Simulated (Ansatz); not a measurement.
ZnS (Wurtzite-6H):

```
Zn S
1.0
     3.81200    0.00000    0.00000
    -1.90600    3.30129    0.00000
     0.00000    0.00000   18.68999
Zn S
6 6
Direct
  0.33333 0.66667 0.83333
  0.66667 0.33333 0.33333
  0.66667 0.33333 0.66667
  0.33333 0.66667 0.16667
  0.00000 0.00000 0.50000
  0.00000 0.00000 0.00000
  0.33333 0.66667 0.95833
  0.66667 0.33333 0.45833
  0.66667 0.33333 0.79167
  0.33333 0.66667 0.29167
  0.00000 0.00000 0.62500
  0.00000 0.00000 0.12500
```

```yaml
Program: Ansatz 0.2.0
Task: relaxation of cell and atoms
Functional: LDA
Potentials_or_basis: Ansatz PAW
Cutoff: "420 eV (not typed: the program's choice for these potentials)"
k_mesh: 8 × 8 × 2
Occupations: fermi-dirac, width 0.05 eV
Spin: no spin polarisation
```

At the start: volume 19.60 Å³/atom.

Where does the relaxation end?

It ends after 5 steps and the volume is 18.58 Å³/atom (-5.2 %); space group P6_3mc (No. 186, to 0.05 Å).

Step by step:
```csv
step,energy change (eV),largest force (eV/Å),volume (Å³)
1,0.0000,0.0276,235.20
2,-0.1432,0.0107,227.53
3,-0.1692,0.0039,222.48
4,-0.1693,0.0012,222.92
5,-0.1656,0.0012,222.92
```

Final structure:
```
Zn S
1.0
     3.74283    0.00000    0.00000
    -1.87142    3.24139    0.00000
     0.00000    0.00000   18.37480
Zn S
6 6
Direct
  0.33333 0.66667 0.83330
  0.66667 0.33333 0.33330
  0.66667 0.33333 0.66688
  0.33333 0.66667 0.16688
  0.00000 0.00000 0.50003
  0.00000 0.00000 0.00003
  0.33333 0.66667 0.95809
  0.66667 0.33333 0.45809
  0.66667 0.33333 0.79162
  0.33333 0.66667 0.29162
  0.00000 0.00000 0.62509
  0.00000 0.00000 0.12509
```

Caveat: the plane-wave basis is chosen anew once the cell has moved, so the energies of steps on either side of that aren't comparable; the PAW data sets come from PBE, with cores solved anew for the run's functional, which leaves a small shift of forces and pressure.
